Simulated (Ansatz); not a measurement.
# InAs: band structure with PBE

**The experiment to reproduce.**

From a printed reference work, data compilation, for a bulk crystal of InAs at 4.2 K: band gap 0.418 eV (direct).

InAs:

```
CELL_PARAMETERS angstrom
0.00000 3.01800 3.01800
3.01800 0.00000 3.01800
3.01800 3.01800 0.00000
ATOMIC_POSITIONS crystal
In 0.00000 0.00000 0.00000
As 0.75000 0.75000 0.75000
```

```
Program             : Ansatz 0.2.0
Task                : band structure
Functional          : PBE
Potentials or basis : all-electron LAPW, scalar-relativistic
Cutoff              : 283 eV (chosen from the basis error)
Basis error allowed : 0.001 eV/atom
k mesh              : 6 × 6 × 6
Occupations         : fermi-dirac, width 0.05 eV
Spin                : no spin polarisation
```

```json
{"Pressure": "4.4 GPa", "Band gap along the path": "none (metal or under the smearing width)"}
```

Levels at the corners of the path, in eV from the Fermi level:
```
point  band 19  band 20  band 21  band 22  band 23  band 24  band 25  band 26
    Γ   -11.93    -0.21    -0.04    -0.04    -0.04     3.88     3.88     3.88
    X    -9.90    -5.89    -2.37    -2.37     1.50     2.03     9.18     9.28
    W    -9.85    -5.75    -3.01    -2.93     4.20     4.26     4.98     6.06
    K    -9.92    -5.76    -3.33    -2.00     2.08     4.25     7.30     7.40
    Γ   -11.93    -0.21    -0.04    -0.04    -0.04     3.88     3.88     3.88
    L   -10.45    -5.82    -1.03    -1.03     0.93     4.65     4.65     6.83
    U    -9.92    -5.76    -3.33    -2.00     2.08     4.25     7.30     7.40
    W    -9.85    -5.75    -3.01    -2.93     4.20     4.26     4.98     6.06
```

It took 15 s on 1 thread of Arm Neoverse V1 (shared host), peak memory 0.27 GiB.

Against the measured gap of InAs, 0.418 eV (direct; 4.2 K; a printed reference work, data compilation), the calculated 0.00 eV is off by -0.42 eV. Spin-orbit coupling on As, In is left out. The value is that of PBE, without temperature or zero-point motion. Semilocal functionals fall short of measured gaps as a rule.

Caveat: the k mesh is thin for a metal, which can move the energy by tens of meV per atom; spin-orbit coupling is left out, which moves the levels of the heavy elements.
